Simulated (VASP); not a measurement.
# BAs (F-43m) in VASP: settings compared

Aim: see how the results for BAs move with the level of theory and the settings. Levels: LDA, HSE06, HSE03, PBE0. Tasks: G0W0 quasiparticle levels, band structure.

All numbers are computed with VASP 6.6.1; they aren't measurements. Logs are shortened: lines on timing, memory, paths and dates and some standing lists are left out, and cuts for length are marked.

### Step 1. The structure

It takes space group F-43m (No. 216, cubic). Conventional cell: a = 4.777 Å, b = 4.777 Å, c = 4.777 Å, α = 90.00°, β = 90.00°, γ = 90.00°. Around As (site symmetry -43m) lie 4 B at 2.07 Å. B (site symmetry -43m) is surrounded by 4 As at 2.07 Å.

### Step 2. G0W0 quasiparticle levels, LDA

File POSCAR:

```
BAs
1.0
    0.0000000000      2.3885000000      2.3885000000
    2.3885000000      0.0000000000      2.3885000000
    2.3885000000      2.3885000000      0.0000000000
As B
1 1
Direct
    0.7500000000      0.7500000000      0.7500000000
    0.0000000000      0.0000000000      0.0000000000
```

File INCAR.step1:

```
  PREC = Accurate
  ENCUT = 500
  EDIFF = 1E-8
  ISMEAR = 0
  SIGMA = 0.01
  LREAL = F
  LASPH = T
  NELM = 100
  ALGO = Normal
  LWAVE = T
  LCHARG = F
```

File INCAR.step2:

```
  PREC = Accurate
  ENCUT = 500
  EDIFF = 1E-8
  ISMEAR = 0
  SIGMA = 0.01
  LREAL = F
  LASPH = T
  NELM = 1
  ALGO = Exact
  LWAVE = T
  LCHARG = F
  NBANDS = 95
  LOPTICS = T
  ISTART = 1
```

File INCAR.step3:

```
  PREC = Accurate
  ENCUT = 500
  EDIFF = 1E-8
  ISMEAR = 0
  SIGMA = 0.01
  LREAL = F
  LASPH = T
  ALGO = EVGW0
  LWAVE = F
  LCHARG = F
  NELMGW = 1
  NBANDS = 95
  ENCUTGW = 100
  NOMEGA = 64
  PRECFOCK = Fast
  ISTART = 1
  NBANDSGW = 12
```

File KPOINTS:

```
regular mesh
0
Gamma
  6 6 6
```

Potentials or basis: VASP PAW LDA potentials, release 64 (As_GW, B_GW).

Run with:

```
cat potpaw_LDA.64/As_GW/POTCAR potpaw_LDA.64/B_GW/POTCAR > POTCAR
cp INCAR.step1 INCAR
mpirun -np 1 vasp_std > vasp.out
cp INCAR.step2 INCAR
mpirun -np 1 vasp_std > vasp.out
cp INCAR.step3 INCAR
mpirun -np 1 vasp_std > vasp.out
```

OUTCAR:

```text
PREC = Accurate
   ENCUT = 500
   EDIFF = 1E-8
   ISMEAR = 0
   LREAL = F
   LASPH = T
   NELMGW = 1
   ENCUTGW = 100
   PRECFOCK = Fast
   ISTART = 1

 ion  position               nearest neighbor table
   1  0.750  0.750  0.750-   2 2.07   2 2.07   2 2.07   2 2.07
   2  0.000  0.000  0.000-   1 2.07   1 2.07   1 2.07   1 2.07

  LATTYP: Found a face centered cubic cell.
 ALAT       =     4.7770000000

  Lattice vectors:

 A1 = (   0.0000000000,   2.3885000000,   2.3885000000)
 A2 = (   2.3885000000,   0.0000000000,   2.3885000000)
 A3 = (   2.3885000000,   2.3885000000,   0.0000000000)

Analysis of symmetry for initial positions (statically):
=====================================================================
 Subroutine PRICEL returns:
 Original cell was already a primitive cell.

 Routine SETGRP: Setting up the symmetry group for a
 face centered cubic supercell.

 Subroutine GETGRP returns: Found 24 space group operations
 (whereof 24 operations were pure point group operations)
 out of a pool of 48 trial point group operations.

The static configuration has the point symmetry T_d .

Analysis of symmetry for dynamics (positions and initial velocities):
=====================================================================
 Subroutine PRICEL returns:
 Original cell was already a primitive cell.

 Routine SETGRP: Setting up the symmetry group for a
 face centered cubic supercell.

 Subroutine GETGRP returns: Found 24 space group operations
 (whereof 24 operations were pure point group operations)
 out of a pool of 48 trial point group operations.

The dynamic configuration has the point symmetry T_d .

 Subroutine INISYM returns: Found 24 space group operations
 (whereof 24 operations are pure point group operations),
 and found     1 'primitive' translations

----------------------------------------------------------------------------------------

                                     Primitive cell

  volume of cell :      27.2525

  direct lattice vectors                    reciprocal lattice vectors
     0.000000000  2.388500000  2.388500000    -0.209336404  0.209336404  0.209336404
     2.388500000  0.000000000  2.388500000     0.209336404 -0.209336404  0.209336404
     2.388500000  2.388500000  0.000000000     0.209336404  0.209336404 -0.209336404

  length of vectors
     3.377849094  3.377849094  3.377849094     0.362581287  0.362581287  0.362581287

  position of ions in fractional coordinates (direct lattice)
     0.750000000  0.750000000  0.750000000
     0.000000000  0.000000000  0.000000000

  ion indices of the primitive-cell ions
   primitive index   ion index
                 1           1
                 2           2

----------------------------------------------------------------------------------------

 KPOINTS: regular mesh

Automatic generation of k-mesh.
 Grid dimensions read from file:
 generate k-points for:    6    6    6

 Generating k-lattice:

  Cartesian coordinates                     Fractional coordinates (reciprocal lattice)
    -0.034889401  0.034889401  0.034889401     0.166666667  0.000000000  0.000000000
     0.034889401 -0.034889401  0.034889401     0.000000000  0.166666667  0.000000000
     0.034889401  0.034889401 -0.034889401     0.000000000  0.000000000  0.166666667

  Length of vectors
     0.060430214  0.060430214  0.060430214

  Shift w.r.t. Gamma in fractional coordinates (k-lattice)
     0.000000000  0.000000000  0.000000000

 Subroutine IBZKPT returns following result:
 ===========================================

 Found     16 irreducible k-points:

 Following reciprocal coordinates:
            Coordinates               Weight
  0.000000  0.000000  0.000000      1.000000
  0.166667  0.000000  0.000000      8.000000
  0.333333  0.000000  0.000000      8.000000
  0.500000  0.000000  0.000000      4.000000
  0.166667  0.166667  0.000000      6.000000
  0.333333  0.166667  0.000000     24.000000
[... 8 lines left out ...]
 -0.333333  0.333333  0.166667     24.000000
 -0.333333  0.500000  0.166667     12.000000
   k-points           NKPTS =     16   k-points in BZ     NKDIM =    216   number of bands    NBANDS=     95
   number of dos      NEDOS =    301   number of ions     NIONS =      2
   total plane-waves  NPLWV =  21952
   dimension x,y,z NGX =    28 NGY =   28 NGZ =   28
   dimension x,y,z NGXF=    56 NGYF=   56 NGZF=   56
   ions per type =               1   1
   NGX,Y,Z   is equivalent  to a cutoff of  13.78, 13.78, 13.78 a.u.
   NGXF,Y,Z  is equivalent  to a cutoff of  27.56, 27.56, 27.56 a.u.
 SYSTEM =  unknown system
   PREC   = accura    normal or accurate (medium, high low for compatibility)
   ISTART =      1    job   : 0-new  1-cont  2-samecut
   ICHARG =      0    charge: 1-file 2-atom 10-const
   ISPIN  =      1    spin polarized calculation?
   LNONCOLLINEAR =      F non collinear calculations
   LSORBIT =      F    spin-orbit coupling
   LASPH  =      T    aspherical Exc in radial PAW
   ENCUT  =  500.0 eV  36.75 Ry    6.06 a.u.   6.16  6.16  6.16*2*pi/ulx,y,z
   NELM   =     60;   NELMIN=  2; NELMDL=  0     # of ELM steps
   EDIFF  = 0.1E-07   stopping-criterion for ELM
   LREAL  =      F    real-space projection
   EDIFFG = 0.1E-06   stopping-criterion for IOM
   NSW    =      0    number of steps for IOM
   IBRION =     -1    ionic relax: 0-MD 1-quasi-New 2-CG
   NFREE  =      0    steps in history (QN), initial steepest desc. (CG)
   ISIF   =      0    stress and relaxation
   ISYM   =      3    0-nonsym 1-usesym 2-fastsym
   POTIM  = 0.5000    time-step for ionic-motion
   TEBEG  =    0.0;   TEEND  =   0.0 temperature during run
   PSTRESS=    0.0 pullay stress
   NELECT =       8.0000    total number of electrons
   NUPDOWN=      -1.0000    fix difference up-down
   EMIN   =  10.00;   EMAX   =-10.00  energy-range for DOS
   EFERMI =   0.00;   METHOD = LEGACY
   ISMEAR =     0;   SIGMA  =   0.01  broadening in eV -4-tet -1-fermi 0-gaus
   EFERMI_NEDOS =   21; number of points for ismear=-14 and -15
   IALGO  =     38    algorithm
   IMIX   =      4    mixing-type and parameters
     AMIX     =   0.40;   BMIX     =  1.00
     AMIX_MAG =   1.60;   BMIX_MAG =  1.00
  volume/ion in A,a.u.               =      13.63        91.95
  Fermi-wavevector in a.u.,A,eV,Ry     =   1.088018  2.056057 16.106360  1.183784
  Thomas-Fermi vector in A             =   2.224191
   LORBIT       =      0    0 simple, 1 ext, 2 COOP (PROOUT), +10 PAW based schemes
   GGA     = CA    functional components
   LHFCALC =     T    Hartree Fock is set to
   PRECFOCK=fast      Normal, Fast or Accurate (Low or Medium for compatibility)
   ENCUT4O =  -1.0   cutoff for four orbital integrals eV
   NKREDX  =     1    reduce k-point grid by
   NKREDY  =     1    reduce k-point grid by
   NKREDZ  =     1    reduce k-point grid by
   AEXX    =    1.0000 exact exchange contribution
   HFSCREEN=    0.0000 screening length (either q_TF or 0.3 A-1)
   HFSCREENC=   0.0000 screening length for correlation (either q_TF or 0.3 A-1)
   ENCUTFOCK=  -1.0 apply spherical cutoff to Coloumb kernel
   IVDW    =     0    specifies the selected vdW correction
   LEPSILON=     F    determine dielectric tensor
   LRPA    =     F    only Hartree local field effects (RPA)
   LRPAFORCE           =     F    calculate RPA forces
   ENCUTGW             = 100.0    cutoff for response function in eV
   ENCUTGWSOFT         =  80.0    soft cutoff for Coulomb kernel in GW response function in eV
   ENCUTLF             =  -1.0    cutoff for local field effects
   NELMGW              =     1    number of iterations in solving QP/BSE equation
   NELMHF              =     1    number of iterations in the inner HF iteration
   NKREDLFX            =     1    NKREDLFY  =   1   NKREDLFZ  =   1
 non-spin polarized calculation
 Gauss-broadening in eV      SIGMA  =   0.01
  energy-cutoff  :      500.00
  volume of cell :       27.25
 maximum number of plane-waves:       701
 NGX is ok and might be reduce to    28
  NGX = 14; NGY = 14; NGZ = 14
   NGX = 13   NGY = 13   NGZ = 13
 maximum number of plane-waves:        70
 NGX is ok and might be reduce to    14

 QP shifts <psi_nk| G(iteration)W_0 |psi_nk>: iteration 1
 for sc-GW calculations column KS-energies equals QP-energies in previous step
 and V_xc(KS)=  KS-energies - (<T + V_ion + V_H > + <T+V_H+V_ion>^1  + <V_x>^1)

 k-point   1 :       0.0000    0.0000    0.0000
  band No.  KS-energies  QP-energies   sigma(KS)   V_xc(KS)     V^pw_x(r,r')   Z            occupation Imag(sigma)

      1      -9.1809      -9.6412     -12.5425     -11.8819     -19.5834       0.6969       2.0000       1.1954
      2       6.1999       6.0162     -13.0534     -12.8205     -13.9592       0.7889       2.0000       0.0414
      3       6.1999       6.0162     -13.0534     -12.8205     -13.9592       0.7889       2.0000       0.0414
      4       6.1999       6.0162     -13.0534     -12.8205     -13.9592       0.7889       2.0000       0.0414
      5       9.4477      10.0402     -10.9226     -11.6770      -6.7646       0.7854       0.0000      -0.0586
      6       9.4477      10.0402     -10.9226     -11.6770      -6.7646       0.7854       0.0000      -0.0586
      7       9.4477      10.0402     -10.9226     -11.6770      -6.7646       0.7854       0.0000      -0.0586
      8      10.8759      11.6826     -11.7168     -12.7787      -6.6309       0.7597       0.0000      -0.0878
      9      15.5439      15.9431      -8.9351      -9.4480      -3.1529       0.7782       0.0000      -0.2379
     10      19.2291      19.4398     -10.2907     -10.5622      -4.3719       0.7759       0.0000      -0.3375
     11      19.2291      19.4398     -10.2907     -10.5622      -4.3719       0.7759       0.0000      -0.3375
     12      20.4501      20.7416      -9.0225      -9.3982      -2.5342       0.7759       0.0000      -0.5149

 k-point   2 :       0.1667    0.0000    0.0000
  band No.  KS-energies  QP-energies   sigma(KS)   V_xc(KS)     V^pw_x(r,r')   Z            occupation Imag(sigma)
[... 225 lines left out ...]
      1      -4.9236      -5.1223     -12.9082     -12.6363     -18.2767       0.7307       2.0000       0.6135
      2      -1.8903      -2.4694     -12.8968     -12.0890     -17.3913       0.7169       2.0000       0.3332
      3       1.0345       0.6305     -12.0921     -11.5552     -14.7358       0.7525       2.0000       0.1048
      4       1.2265       0.8246     -12.1043     -11.5712     -14.6665       0.7539       2.0000       0.1001
      5       9.9377      10.3107     -10.3627     -10.8393      -5.7450       0.7826       0.0000      -0.0744
      6      10.0960      10.6621     -10.3737     -11.0965      -5.7166       0.7832       0.0000      -0.0758
      7      14.7951      15.3616     -11.0746     -11.8332      -4.9433       0.7467       0.0000      -0.2329
      8      14.9744      15.6426     -10.8405     -11.7262      -4.8224       0.7544       0.0000      -0.2300
      9      18.3459      18.9955     -11.2746     -12.1568      -4.1645       0.7362       0.0000      -0.4714
     10      21.7234      22.3753     -11.1887     -12.0529      -4.1485       0.7544       0.0000      -0.7213
     11      21.9387      22.2878     -10.3142     -10.7750      -3.3531       0.7575       0.0000      -0.6320
     12      24.8988      25.4167     -10.5189     -11.2070      -3.4266       0.7524       0.0000      -0.9005
```

It took 91 s on 1 thread of Intel Xeon 6975P-C (Granite Rapids), shared host; peak memory 0.44 GiB.

Results:

```yaml
Band_gap_on_the_k_mesh_mean-field_level: 1.22 eV, indirect (least direct gap 3.25 eV)
Quasiparticle_gap: 1.78 eV
Least_direct_quasiparticle_gap: 4.02 eV
```

Caveat: bands, screening cutoff and mesh are small and nothing is extrapolated, so the quasiparticle values aren't converged.

### Step 3. Band structure, HSE06

POSCAR is that of step 2.

File INCAR.step1:

```
SYSTEM = BAs
ALGO = Normal
EDIFF = 1E-5
ENCUT = 520
GGA = PE
ISIF = 2
ISMEAR = 0
KPAR = 4
LASPH = .True.
LCHARG = .False.
LREAL = .False.
LWAVE = .True.
NBANDS = 11
NELM = 60
PREC = Accurate
SIGMA = 0.02
```

File INCAR.step2:

```
SYSTEM = BAs
ALGO = Normal
EDIFF = 1E-7
ENCUT = 520
GGA = PE
HFSCREEN = 0.2
ISIF = 2
ISMEAR = 0
ISTART = 1
KPAR = 4
LASPH = .True.
LCHARG = .False.
LHFCALC = .True.
LREAL = .False.
LWAVE = .False.
NBANDS = 11
NELM = 60
PREC = Accurate
PRECFOCK = Fast
SIGMA = 0.02
```

File KPOINTS:

```
k-points
0
Gamma
  6 6 6
  0 0 0
```

File KPOINTS_OPT:

```
path GXWKGLUWLK,UX
12
line-mode
reciprocal
 0.0000000000  0.0000000000  0.0000000000  G
 0.5000000000  0.0000000000  0.5000000000  X

 0.5000000000  0.0000000000  0.5000000000  X
 0.5000000000  0.2500000000  0.7500000000  W

 0.5000000000  0.2500000000  0.7500000000  W
 0.3750000000  0.3750000000  0.7500000000  K

 0.3750000000  0.3750000000  0.7500000000  K
 0.0000000000  0.0000000000  0.0000000000  G

 0.0000000000  0.0000000000  0.0000000000  G
 0.5000000000  0.5000000000  0.5000000000  L

 0.5000000000  0.5000000000  0.5000000000  L
 0.6250000000  0.2500000000  0.6250000000  U

 0.6250000000  0.2500000000  0.6250000000  U
 0.5000000000  0.2500000000  0.7500000000  W

 0.5000000000  0.2500000000  0.7500000000  W
 0.5000000000  0.5000000000  0.5000000000  L

 0.5000000000  0.5000000000  0.5000000000  L
 0.3750000000  0.3750000000  0.7500000000  K

 0.6250000000  0.2500000000  0.6250000000  U
 0.5000000000  0.0000000000  0.5000000000  X
```

Potentials or basis: VASP PAW PBE potentials, release 64 (As, B).

Run with:

```
cat potpaw_PBE.64/As/POTCAR potpaw_PBE.64/B/POTCAR > POTCAR
cp INCAR.step1 INCAR
mpirun -np 4 vasp_std > vasp.out
cp INCAR.step2 INCAR
mpirun -np 4 vasp_std > vasp.out
```

Run time: 12 min. Hardware: 4 MPI ranks of AMD EPYC 7R43 (Zen 3), shared host; peak memory 0.25 GiB.

It converged, with:

| Item | Value |
| --- | --- |
| Free energy | -13.2750 eV |
| Pressure | -0.6 GPa |
| Band gap on the k mesh | 1.96 eV, indirect (least direct gap 4.13 eV) |
| Band gap along the path | 1.86 eV, indirect (least direct gap 4.13 eV) |

Levels at the corners of the path, in eV from the valence-band top:
```csv
point,band 1,band 2,band 3,band 4,band 5,band 6,band 7,band 8,band 9
Γ,-16.96,0.00,0.00,0.00,4.13,4.13,4.13,5.90,10.64
X,-12.26,-9.49,-4.47,-4.47,2.10,2.16,12.96,12.96,14.46
X,-12.26,-9.49,-4.47,-4.47,2.10,2.16,12.96,12.96,14.46
W,-12.08,-8.99,-5.97,-5.66,6.19,7.18,7.70,8.18,13.82
W,-12.08,-8.99,-5.97,-5.66,6.19,7.18,7.70,8.18,13.82
K,-12.32,-9.07,-6.49,-3.81,2.78,6.57,10.59,11.16,11.88
K,-12.32,-9.07,-6.49,-3.81,2.78,6.57,10.59,11.16,11.88
Γ,-16.96,0.00,0.00,0.00,4.13,4.13,4.13,5.90,10.64
Γ,-16.96,0.00,0.00,0.00,4.13,4.13,4.13,5.90,10.64
L,-13.77,-9.70,-1.99,-1.99,3.58,5.71,5.71,10.04,14.10
L,-13.77,-9.70,-1.99,-1.99,3.58,5.71,5.71,10.04,14.10
U,-12.32,-9.07,-6.49,-3.81,2.78,6.57,10.59,11.16,11.88
U,-12.32,-9.07,-6.49,-3.81,2.78,6.57,10.59,11.16,11.88
W,-12.08,-8.99,-5.97,-5.66,6.19,7.18,7.70,8.18,13.82
W,-12.08,-8.99,-5.97,-5.66,6.19,7.18,7.70,8.18,13.82
L,-13.77,-9.70,-1.99,-1.99,3.58,5.71,5.71,10.04,14.10
L,-13.77,-9.70,-1.99,-1.99,3.58,5.71,5.71,10.04,14.10
K,-12.32,-9.07,-6.49,-3.81,2.78,6.57,10.59,11.16,11.88
U,-12.32,-9.07,-6.49,-3.81,2.78,6.57,10.59,11.16,11.88
X,-12.26,-9.49,-4.47,-4.47,2.10,2.16,12.96,12.96,14.46
```

Caveat: the PAW data sets were made with another functional, which shifts forces and pressure a little; the mesh misses the band edges, which the band path finds closer together.

[end of part 1 of 2]
